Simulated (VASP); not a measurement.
# HgTe (I-4m2) in VASP: notebook, part 2 of 2

VASP 6.6.1.

**4. Single point, HSE(alpha, omega)**

The input, POSCAR:

```
HgTe
1.0
   -3.0456030000      3.0456030000      1.5594100000
    3.0456030000     -3.0456030000      1.5594100000
    3.0456030000      3.0456030000     -1.5594100000
Hg Te
1 1
Direct
    0.7500000000      0.2500000000      0.5000000000
    0.0000000000      0.0000000000      0.0000000000
```

The input, INCAR.step1:

```
SYSTEM = HgTe
ALGO = Normal
EDIFF = 1E-5
ENCUT = 520
GGA = PE
ISIF = 2
ISMEAR = -1
LASPH = .True.
LREAL = .False.
LWAVE = .True.
NELM = 80
PREC = Accurate
SIGMA = 0.05
```

The input, INCAR.step2:

```
SYSTEM = HgTe
AEXX = 0.25
ALGO = Normal
EDIFF = 1E-7
ENCUT = 520
GGA = PE
HFSCREEN = 0.15
ISIF = 2
ISMEAR = -1
ISTART = 1
LASPH = .True.
LCHARG = .False.
LHFCALC = .True.
LREAL = .False.
LWAVE = .False.
NELM = 80
PREC = Accurate
PRECFOCK = Fast
SIGMA = 0.05
```

The input, KPOINTS:

```
k-points
0
Gamma
  5 5 5
  0 0 0
```

Potentials or basis: VASP PAW PBE potentials, release 64 (Hg, Te).

Run with:

```console
> cat potpaw_PBE.64/Hg/POTCAR potpaw_PBE.64/Te/POTCAR > POTCAR
> cp INCAR.step1 INCAR
> mpirun -np 1 vasp_std > vasp.out
> cp INCAR.step2 INCAR
> mpirun -np 1 vasp_std > vasp.out
```

OUTCAR:

```text
SYSTEM = HgTe
   AEXX = 0.25
   EDIFF = 1E-7
   ENCUT = 520
   GGA = PE
   HFSCREEN = 0.15
   ISIF = 2
   ISMEAR = -1
   ISTART = 1
   LASPH = .True.
   LHFCALC = .True.
   LREAL = .False.
   NELM = 80
   PREC = Accurate
   PRECFOCK = Fast

 ion  position               nearest neighbor table
   1  0.750  0.250  0.500-   2 3.14   2 3.14   2 3.14   2 3.14
   2  0.000  0.000  0.000-   1 3.14   1 3.14   1 3.14   1 3.14

  LATTYP: Found a body centered tetragonal cell.
 ALAT       =     6.0912060000
 C/A-ratio  =     0.5120201156

  Lattice vectors:

 A1 = (  -3.0456030000,   3.0456030000,   1.5594100000)
 A2 = (   3.0456030000,  -3.0456030000,   1.5594100000)
 A3 = (   3.0456030000,   3.0456030000,  -1.5594100000)

Analysis of symmetry for initial positions (statically):
=====================================================================
 Subroutine PRICEL returns:
 Original cell was already a primitive cell.

 Routine SETGRP: Setting up the symmetry group for a
 body centered tetragonal supercell.

 Subroutine GETGRP returns: Found  8 space group operations
 (whereof  8 operations were pure point group operations)
 out of a pool of 16 trial point group operations.

The static configuration has the point symmetry D_2d.

Analysis of symmetry for dynamics (positions and initial velocities):
=====================================================================
 Subroutine PRICEL returns:
 Original cell was already a primitive cell.

 Routine SETGRP: Setting up the symmetry group for a
 body centered tetragonal supercell.

 Subroutine GETGRP returns: Found  8 space group operations
 (whereof  8 operations were pure point group operations)
 out of a pool of 16 trial point group operations.

The dynamic configuration has the point symmetry D_2d.

 Subroutine INISYM returns: Found  8 space group operations
 (whereof  8 operations are pure point group operations),
[... 123 lines left out ...]
   HFSCREENC=   0.1500 screening length for correlation (either q_TF or 0.3 A-1)
   ENCUTFOCK=  -1.0 apply spherical cutoff to Coloumb kernel
   IVDW    =     0    specifies the selected vdW correction
   LEPSILON=     F    determine dielectric tensor
   LRPA    =     F    only Hartree local field effects (RPA)
 non-spin polarized calculation
  energy-cutoff  :      520.00
  volume of cell :       57.86
 maximum number of plane-waves:      1571
 NGX is ok and might be reduce to    36
  NGX = 20; NGY = 20; NGZ = 20

 number of electron      18.0000002 magnetization

 Free energy of the ion-electron system (eV)
  ---------------------------------------------------
  ext. energy  EPLUGINS =         0.00000000
  ---------------------------------------------------
  free energy    TOTEN  =        -4.07310172 eV

  energy without entropy =       -4.06068979  energy(sigma->0) =       -4.06689576

 E-fermi :   4.0109     XC(G=0):  -8.0741

 val. band max:        3.9220878329   @ k =  -0.4000  -0.4000   0.2000
 cond. band min:       4.0429380702   @ k =  -0.4000   0.2000   0.0000
 fundamental gap:      0.1208502373
 Fermi energy:         4.0108642468

 k-point     1 :       0.0000    0.0000    0.0000
  band No.  band energies     occupation
      1      -9.7297      2.00000
      2      -4.6619      2.00000
      3      -3.9247      2.00000
      4      -3.8642      2.00000
      5      -3.4330      2.00000
      6      -3.4330      2.00000
      7       0.5236      2.00000
      8       1.2731      2.00000
      9       1.2731      2.00000
     10       8.3404      0.00000
     11       9.3228      0.00000
     12      12.0266      0.00000
     13      12.0266      0.00000
[... 258 lines left out ...]
  band No.  band energies     occupation
      1      -8.5039      2.00000
      2      -4.1661      2.00000
      3      -3.7561      2.00000
      4      -3.7561      2.00000
      5      -3.6279      2.00000
      6      -3.2995      2.00000
      7      -0.0497      2.00000
      8       0.0170      2.00000
      9       0.0170      2.00000
     10       3.6296      1.99902
     11      12.8542      0.00000
     12      12.8542      0.00000
     13      13.3094      0.00000

------------------------ aborting loop because EDIFF is reached ----------------------------------------

  FORCE on cell =-STRESS in cart. coord.  units (eV):
  Direction    XX          YY          ZZ          XY          YZ          ZX
  --------------------------------------------------------------------------------------
  -------------------------------------------------------------------------------------
  Total       -1.2422181     -1.2422181      0.5593984      0.0000000      0.0000000      0.0000000
  in kB      -34.3986621    -34.3986621     15.4904801      0.0000000      0.0000000      0.0000000
  external PRESSURE =     -17.7689480 kB  Pullay stress =       0.0000000 kB

 VOLUME and BASIS-vectors are now :
 -----------------------------------------------------------------------------
  energy-cutoff  :      520.00
  volume of cell :       57.86
      direct lattice vectors                 reciprocal lattice vectors
    -3.045603000  3.045603000  1.559410000     0.000000000  0.164171102  0.320634086
     3.045603000 -3.045603000  1.559410000     0.164171102  0.000000000  0.320634086
     3.045603000  3.045603000 -1.559410000     0.164171102  0.164171102  0.000000000

 POSITION                                       TOTAL-FORCE (eV/Angst)
 -----------------------------------------------------------------------------------
      0.00000      3.04560      0.77970         0.000000     -0.000000     -0.000000
      0.00000      0.00000      0.00000        -0.000000      0.000000      0.000000
 -----------------------------------------------------------------------------------
    total drift:                               -0.000000      0.000000     -0.000000

  FREE ENERGIE OF THE ION-ELECTRON SYSTEM (eV)
  ---------------------------------------------------
  free  energy   TOTEN  =        -4.0731017163 eV

  energy  without entropy=       -4.0606897942  energy(sigma->0) =       -4.06689576
```

OUTCAR.step1:

```text
SYSTEM = HgTe
   EDIFF = 1E-5
   ENCUT = 520
   GGA = PE
   ISIF = 2
   ISMEAR = -1
   LASPH = .True.
[... 502 lines left out ...]
      0.00000      3.04560      0.77970         0.000000     -0.000000     -0.000000
      0.00000      0.00000      0.00000        -0.000000      0.000000      0.000000
 -----------------------------------------------------------------------------------
    total drift:                               -0.000000      0.000000     -0.000000

  FREE ENERGIE OF THE ION-ELECTRON SYSTEM (eV)
  ---------------------------------------------------
  free  energy   TOTEN  =        -3.1053220595 eV

  energy  without entropy=       -3.0909756524  energy(sigma->0) =       -3.09814886
```

OSZICAR.step1:

```text
N       E                     dE             d eps       ncg     rms          rms(c)
DAV:   1     0.986972479330E+02    0.98697E+02   -0.78726E+03   468   0.119E+03
DAV:   2     0.346710335251E+00   -0.98351E+02   -0.93258E+02   523   0.267E+02
DAV:   3    -0.323399820517E+01   -0.35807E+01   -0.35238E+01   538   0.496E+01
DAV:   4    -0.325512091988E+01   -0.21123E-01   -0.21117E-01   493   0.389E+00
DAV:   5    -0.325532849029E+01   -0.20757E-03   -0.20757E-03   553   0.438E-01    0.770E+00
DAV:   6    -0.310872720697E+01    0.14660E+00   -0.48894E-01   498   0.883E+00    0.488E+00
DAV:   7    -0.310608460229E+01    0.26426E-02   -0.38594E-02   478   0.183E+00    0.196E+00
DAV:   8    -0.310523992556E+01    0.84468E-03   -0.43597E-03   503   0.530E-01    0.323E-01
DAV:   9    -0.310529841514E+01   -0.58490E-04   -0.27375E-04   523   0.154E-01    0.785E-02
DAV:  10    -0.310532143121E+01   -0.23016E-04   -0.96434E-05   493   0.728E-02    0.848E-03
DAV:  11    -0.310532205953E+01   -0.62832E-06   -0.47585E-06   249   0.214E-02
   1 F= -.31053221E+01 E0= -.30981489E+01  d E =-.143464E-01
```

Wall time 18 min (1 thread of Intel Xeon Platinum 8559C (Emerald Rapids), shared host); peak memory 0.31 GiB.

Results:

```
Free energy            : -4.0731 eV
Pressure               : -1.8 GPa
Band gap on the k mesh : none (metal or under the smearing width)
```

Caveat: the k mesh is coarse (spacing up to 0.45 Å⁻¹), so the values aren't converged, least of all with exact exchange; the PAW data sets were made with another functional, which shifts forces and pressure a little.

**5. Summary**

```tsv
level	potentials or basis	k mesh	cutoff (eV)	smearing	further INCAR settings	screening parameter	grid for exact exchange (PRECFOCK)	gap on the mesh (eV)	pressure (GPa)
PBE	VASP PAW PBE potentials, release 64 (Hg_sv_GW, Te_GW)	4 × 4 × 4	450	gaussian 0.02 eV	ALGO = Normal; EDIFF = 1e-06	-	-	none	-1.4
HSE(alpha, omega)	VASP PAW PBE potentials, release 64 (Hg, Te)	5 × 5 × 5	520	fermi-dirac 0.05 eV	ALGO = Normal; EDIFF = 1e-07	0.1	Fast	none	-1.9
HSE(alpha, omega)	VASP PAW PBE potentials, release 64 (Hg, Te)	5 × 5 × 5	520	fermi-dirac 0.05 eV	ALGO = Normal; EDIFF = 1e-07	0.15	Fast	none	-1.8
```

Alike in all rows: task single point; no spin polarisation; cell as given; the mesh is coarse, so values aren't converged.

Caveats: all runs use coarse meshes; the PAW data sets were made with another functional, which shifts forces and pressure a little (some runs).

Absolute energies hang on the potentials; compare differences alone.
